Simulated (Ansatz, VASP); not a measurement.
Two plane-wave programs on HfO2

INCAR

```
SYSTEM = HfO2
ALGO     = Normal         ! electronic algorithm
EDIFF    = 1E-6           ! SCF threshold, eV
ENCUT    = 520            ! plane-wave cutoff, eV
GGA      = PE             ! functional
ISIF     = 2              ! what is computed and relaxed
ISMEAR   = 0              ! smearing method
LASPH    = .True.         ! aspherical terms in the spheres
LCHARG   = .False.        ! write CHGCAR
LREAL    = .False.        ! projectors in reciprocal space
LWAVE    = .False.        ! write WAVECAR
NBANDS   = 31             ! bands
NELM     = 60             ! most SCF steps
PREC     = Accurate       ! precision mode
SIGMA    = 0.02           ! smearing width, eV
```

KPOINTS

```
k-points
0
Gamma
  6 6 4
  0 0 0
```

POSCAR

```
HfO2
1.0
    3.6043047840      0.0000000000      0.0000000000
    0.0000000000      3.6043047840      0.0000000000
    0.0000000000      0.0000000000      5.2639672632
Hf O
2 4
Direct
    0.5000000000      0.5000000000      0.5000000000
    0.0000000000      0.0000000000      0.0000000000
    0.0000000000      0.5000000000      0.6932520948
    0.5000000000      0.0000000000      0.8067479052
    0.5000000000      0.0000000000      0.3067479052
    0.0000000000      0.5000000000      0.1932520948
```

Input for Ansatz:

```yaml
crystal:
  lattice:
    - [3.604304784, 0.0, 0.0]
    - [0.0, 3.604304784, 0.0]
    - [0.0, 0.0, 5.2639672632]
  atoms:
    - { symbol: Hf, position: [0.5, 0.5, 0.5] }
    - { symbol: Hf, position: [0.0, 0.0, 0.0] }
    - { symbol: O, position: [0.0, 0.5, 0.6932520948] }
    - { symbol: O, position: [0.5, 0.0, 0.8067479052] }
    - { symbol: O, position: [0.5, 0.0, 0.3067479052] }
    - { symbol: O, position: [0.0, 0.5, 0.1932520948] }
basis:
  ecutwfc: 420
kpoints:
  mp_grid: { grid: [6, 6, 4] }
hamiltonian:
  xc: pbe
scf:
  occupations: { method: gaussian, width: 0.02 }
output:
  forces: true
  stress: true
  eigenvalues: true
```

Alike in both runs: task single point; functional PBE; k mesh 6 × 6 × 4; occupations gaussian, width 0.02 eV; no spin polarisation.

|  | VASP | Ansatz |
| --- | --- | --- |
| version | VASP 6.6.1 | Ansatz 0.2.0 |
| potentials or method | VASP PAW PBE potentials, release 64 (Hf_pv, O) | scalar-relativistic, plane waves, PAW |
| plane-wave cutoff (eV) | 520 | 420 |
| valence electrons in the cell | 44 | 76 |

Ansatz gave:

| Item | Value |
| --- | --- |
| gap on the k mesh at the Fermi level (eV) | 4.67 |
| least direct gap on the mesh (eV) | 4.73 |
| pressure (GPa) | 0.0 |
| largest component of the traceless stress (GPa) | 0.00 |
| rms of the force components (eV/Å) | 0.000 |

Q: Which values does VASP return?

A: gap on the k mesh at the Fermi level (eV): 4.65; least direct gap on the mesh (eV): 4.72; pressure (GPa): -3.1; largest component of the traceless stress (GPa): 0.12; rms of the force components (eV/Å): 0.023.

Atom by atom the forces differ by 0.023 eV/Å (rms over components). The two sets of potentials don't hold the same shells in valence.

Caveats: spin-orbit coupling is left out, which moves the levels of the heavy elements. A k mesh can miss the band edges.
